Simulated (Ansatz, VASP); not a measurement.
Two plane-wave programs on Si

File INCAR:

```
ALGO     = Normal         # electronic algorithm
EDIFF    = 1E-6           # SCF threshold, eV
ENCUT    = 520            # plane-wave cutoff, eV
ISIF     = 2              # what is computed and relaxed
ISMEAR   = 0              # smearing method
LASPH    = T              # aspherical terms in the spheres
LCHARG   = F              # write CHGCAR
LREAL    = F              # projectors in reciprocal space
LWAVE    = F              # write WAVECAR
NBANDS   = 11             # bands
NELM     = 80             # most SCF steps
PREC     = Accurate       # precision mode
SIGMA    = 0.05           # smearing width, eV
```

The input KPOINTS:

```
k-points
0
Gamma
  12 12 12
```

The input POSCAR:

```
Si
1.0
    0.0000000000      2.8736781774      2.6719459694
    2.8736781774      0.0000000000      2.6719459694
    2.8736781774      2.8736781774      0.0000000000
Si
2
Direct
    0.5000000000      0.5000000000      0.5000000000
    0.7500000000      0.7500000000      0.7500000000
```

Input for Ansatz:

```yaml
crystal:
  lattice:
    - [0.0, 2.8736781774, 2.6719459694]
    - [2.8736781774, 0.0, 2.6719459694]
    - [2.8736781774, 2.8736781774, 0.0]
  atoms:
    - { symbol: Si, position: [0.5, 0.5, 0.5] }
    - { symbol: Si, position: [0.75, 0.75, 0.75] }
basis:
  ecutwfc: 420
kpoints:
  mp_grid: { grid: [12, 12, 12] }
hamiltonian:
  xc: lda
  pseudopotentials: { kind: paw, azcp: { folder: soft_1 } }
scf:
  occupations: { method: gaussian, width: 0.05 }
output:
  forces: true
  stress: true
  eigenvalues: true
```

Alike in both runs: task single point; functional LDA; k mesh 12 × 12 × 12; occupations gaussian, width 0.05 eV; no spin polarisation.

```csv
,VASP,Ansatz
version,VASP 6.6.1,Ansatz 0.2.0
potentials or method,"VASP PAW LDA potentials, release 64 (Si)","scalar-relativistic, plane waves, PAW"
plane-wave cutoff (eV),520,420
valence electrons in the cell,8,8
```

|  | VASP | Ansatz | Ansatz less VASP |
| --- | --- | --- | --- |
| gap on the k mesh at the Fermi level (eV) | none | none | - |
| pressure (GPa) | -8.6 | -8.6 | -0.03 |
| largest component of the traceless stress (GPa) | 4.01 | 4.01 | -0.002 |

A gap of «none» marks a metal or a gap that the smearing closes. Ansatz warned: «pseudo_functional_mismatch».
